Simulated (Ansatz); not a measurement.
## HgTe (zincblende structure)

Computed with Ansatz (plane waves, PAW, 420 eV cutoff): PBE, scalar-relativistic, no spin polarisation, 10×10×10 k-mesh, Gaussian smearing of 0.05 eV; PAW files: Ansatz's generated set soft_2.

```
Hg Te
1.0
     0.00000    3.32422    3.32422
     3.32422    0.00000    3.32422
     3.32422    3.32422    0.00000
Hg Te
1 1
Direct
  0.00000 0.00000 0.00000
  0.25000 0.25000 0.25000
```

The start was a prototype's sites filled with these elements; the Crystallography Open Database holds the compound in this structure.

The run above is the reference. The same cell was run again with other input settings; several of them aren't fit for production, so the rows show the settings' effect and aren't properties of the material.

```tsv
keys changed	outcome	ΔE (meV/atom)	P (GPa)	gap on the mesh (eV)	cell moment (μB)	largest force component (eV/Å)	SCF iterations	rough core-seconds	new warnings
none (reference)	converged	0.0	0.0	0 (bands touch)	–	0.000	–	–	–
basis.ecutrho_ratio: 4 → 8	converged	0.0	0.0	0 (bands touch)	–	0.000	6	4	–
scf.initial_density.chi_scale: 0.0	converged	0.0	0.0	0 (bands touch)	–	0.000	7	5	–
```

These changes also left energy (to 0.1 meV/atom), pressure, gap, moment and forces as in the reference: crystal.symmetry: {"detect": false}; basis.ecutrho_ratio: 4 → 6 | scf.algorithm: "density_mixing"; basis.xc_grid: 2 | scf.n_extra_bands: 2 | scf.mixing.algorithm: "anderson"; scf.mixing.beta: 0.7.

ΔE is the energy with the smearing extrapolated to zero. It is left out where the change alters the Hamiltonian or the spin treatment. The varied runs start from atomic densities (corrected by the program's trained start where that serves), with the default search for lower states unless a row changes it.

Problem. What happens with these changes: basis.ecutwfc: 420 → "22.0 Ry"?

Solution. outcome converged, ΔE (meV/atom) 94.6, P (GPa) 0.1, gap on the mesh (eV) 0 (bands touch), largest force component (eV/Å) 0.000, SCF iterations 6, rough core-seconds 4, new warnings cutoff below recommended.

Problem. What happens with these changes: kpoints.mp_grid.grid: [10, 10, 10] → [5, 5, 5]?

Solution. outcome converged, ΔE (meV/atom) 13.2, P (GPa) 0.2, gap on the mesh (eV) 0 (bands touch), largest force component (eV/Å) 0.000, SCF iterations 6, rough core-seconds 1.5.

Changing scf.initial_density.chi_scale only steers the path to self-consistency, so the energy stays within 0.5 meV/atom.

1 further run (cut off, refused for memory, with changed atoms or starts, or in doubt) is left out.

Of the reference: Scalar-relativistic only: spin–orbit splittings of the heavy atoms' levels are missing. At this volume the filled and empty bands only touch, so this is a zero-gap semimetal rather than a metal, and a semilocal functional can cause such a touching. The relaxed cell is 10 % larger in volume than the cell of this structure in the Crystallography Open Database (33.49 Å³/atom, 1987).
